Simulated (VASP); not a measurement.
Crystal: ZnS.

```
Zn S
1.0
     0.00000    2.70200    2.70200
     2.70200    0.00000    2.70200
     2.70200    2.70200    0.00000
Zn S
1 1
Direct
  0.75000 0.75000 0.75000
  0.00000 0.00000 0.00000
```

Base run:

| Item | Value |
| --- | --- |
| Program | VASP 6.6.1 |
| Functional | revPBE |
| Potentials or basis | VASP PAW PBE potentials, release 64 (Zn, S) |
| Cutoff | 520 eV |
| k mesh | 9 × 9 × 9 |
| Occupations | fermi-dirac, width 0.05 eV |
| Spin | no spin polarisation |

Its results: band gap on the k mesh 2.24 eV, direct.

Task: The run is repeated on the same cell with these changes: functional from revPBE to BLYP; further incar settings from ALGO = Normal; EDIFF = 1e-07 to ALGO = Fast; EDIFF = 1e-06; NBANDS = 16. What comes out?

Result: Band gap on the k mesh 2.13 eV, direct.
